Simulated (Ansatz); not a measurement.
Input and command of a plane-wave DFT calculation in Ansatz:

```yaml
crystal:
  lattice:
    - [2.7199967399, 0.0, 0.0]
    - [-1.3599983699, 2.355586275, 0.0]
    - [0.0, 0.0, 4.2967707664]
  atoms:
    - { symbol: Pb, position: [0.3333333333, 0.6666666667, 0.25] }
    - { symbol: Pb, position: [0.6666666667, 0.3333333333, 0.75] }
basis:
  ecutwfc: 420
kpoints:
  mp_grid: { grid: [6, 6, 4] }
hamiltonian:
  xc: pbe
scf:
  occupations: { method: gaussian, width: 0.1 }
output:
  forces: true
  stress: true
  eigenvalues: true
```

```bash
ansatz run input.yaml --threads 1 --pin off --max-ram 2560MiB --backend cpu --events-out ev --progress --plain --runs-dir out
```

Processor: Intel(R) Xeon(R) 6975P-C (Granite Rapids), 1 thread, on a host shared with other jobs.

Task: How long does it run, and how much memory does it take?

Result: About 0.51 s on 1 thread of Intel(R) Xeon(R) 6975P-C (Granite Rapids), on a shared host, peak memory 0.3 GiB. It solves 18 bands at 21 k points (the mesh reduced by the symmetry that the task leaves, which can be less than the crystal's) with about 537 plane waves, in 6 SCF iterations.
